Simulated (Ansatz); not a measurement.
Molecular dynamics on a 2×2×1 supercell (16 atoms) of MgTe (wurtzite), relaxed with r2SCAN. Forces come from r2SCAN in Ansatz: a Langevin thermostat at fixed volume, 200 K, steps of 3 fs. Computed, non-magnetic; the trajectory is short and the cell small, so nothing here is a converged average.

```yaml
crystal:
  lattice:
    - [9.15527127, 0.0, 0.0]
    - [-4.577635635, 7.9286974984, 0.0]
    - [0.0, 0.0, 7.4550892971]
  atoms:
    - { symbol: Mg, position: [0.1666666667, 0.3333333333, -0.0006080507] }
    - { symbol: Mg, position: [0.3333333333, 0.1666666667, 0.4993919493] }
    - { symbol: Te, position: [0.1666666667, 0.3333333333, 0.3756080507] }
    - { symbol: Te, position: [0.3333333333, 0.1666666667, 0.8756080507] }
    - { symbol: Mg, position: [0.1666666667, 0.8333333333, -0.0006080507] }
    - { symbol: Mg, position: [0.3333333333, 0.6666666667, 0.4993919493] }
    - { symbol: Te, position: [0.1666666667, 0.8333333333, 0.3756080507] }
    - { symbol: Te, position: [0.3333333333, 0.6666666667, 0.8756080507] }
    - { symbol: Mg, position: [0.6666666667, 0.3333333333, -0.0006080507] }
    - { symbol: Mg, position: [0.8333333333, 0.1666666667, 0.4993919493] }
    - { symbol: Te, position: [0.6666666667, 0.3333333333, 0.3756080507] }
    - { symbol: Te, position: [0.8333333333, 0.1666666667, 0.8756080507] }
    - { symbol: Mg, position: [0.6666666667, 0.8333333333, -0.0006080507] }
    - { symbol: Mg, position: [0.8333333333, 0.6666666667, 0.4993919493] }
    - { symbol: Te, position: [0.6666666667, 0.8333333333, 0.3756080507] }
    - { symbol: Te, position: [0.8333333333, 0.6666666667, 0.8756080507] }
kpoints:
  mp_grid: { grid: [3, 3, 2] }
hamiltonian:
  xc: r2scan
scf:
  occupations: { method: fermi_dirac, width: 0.02 }
md:
  ensemble: nvt_langevin
  temperature: 200
  timestep: 3.0
  n_steps: 40
  initial_velocities: maxwell_boltzmann
  seed: 1192
```

Command: `ansatz run input.yaml --threads 4 --pin off --max-ram 3686MiB --backend cpu --events-out ev --progress --plain --runs-dir out`. It ended after 7.6 min on 4 threads of Arm Neoverse V2 (shared host); peak host memory 3.2 GiB.

```tsv
step	t (fs)	T (K)	free energy F from step 0 (meV/atom)	kinetic energy (meV/atom)	largest force (eV/Å)
0	0	188	0.0	24.2	0.00
1	3	186	0.3	24.1	0.09
2	6	189	1.1	24.4	0.18
3	9	189	2.5	24.4	0.27
4	12	184	4.5	23.8	0.39
5	15	181	6.8	23.4	0.51
6	18	150	9.3	19.3	0.61
7	21	137	11.6	17.7	0.70
8	24	127	13.6	16.4	0.77
9	27	117	15.2	15.1	0.81
10	30	122	16.6	15.7	0.83
11	33	106	17.6	13.8	0.82
12	36	90	18.1	11.6	0.78
13	39	105	18.3	13.6	0.71
14	42	118	18.0	15.3	0.64
15	45	123	17.4	15.9	0.66
16	48	142	16.7	18.4	0.67
```

The temperature starts at 188 K, is lowest at step 12 (90 K, 36 fs) and ends at 142 K. The thermostat hasn't had time to restore it. The atoms start on their lattice sites with kinetic energy alone, so much of it first passes into potential energy. By the last step the atoms have moved 0.09 Å in the root mean square, the drift of the whole cell taken out, 0.15 Å at most. The job's limit cut the run after 16 of 40 steps.

Positions (Å) and forces (eV/Å) at step 16:
```
Mg  -0.051   2.620  -0.095     0.270  -0.091   0.283
Mg   2.286   1.409   3.744     0.004  -0.230  -0.248
Te  -0.050   2.690   2.834     0.184  -0.359  -0.397
Te   2.394   1.346   6.504    -0.633  -0.159   0.158
Mg  -2.394   6.629   0.055     0.343   0.089  -0.134
Mg   0.036   5.287   3.652    -0.125   0.132   0.418
Te  -2.279   6.590   2.824    -0.009   0.408   0.043
Te  -0.078   5.255   6.560     0.029   0.198  -0.270
Mg   4.662   2.542  -0.067    -0.132   0.560   0.347
Mg   6.820   1.310   3.647     0.197   0.075   0.312
Te   4.614   2.617   2.778    -0.339   0.542  -0.093
Te   6.847   1.246   6.507     0.355  -0.217  -0.253
Mg   2.285   6.505  -0.031    -0.339   0.160   0.043
Mg   4.566   5.425   3.759     0.059  -0.513  -0.151
Te   2.290   6.634   2.768     0.011  -0.138  -0.057
Te   4.555   5.320   6.527     0.124  -0.457  -0.002
```
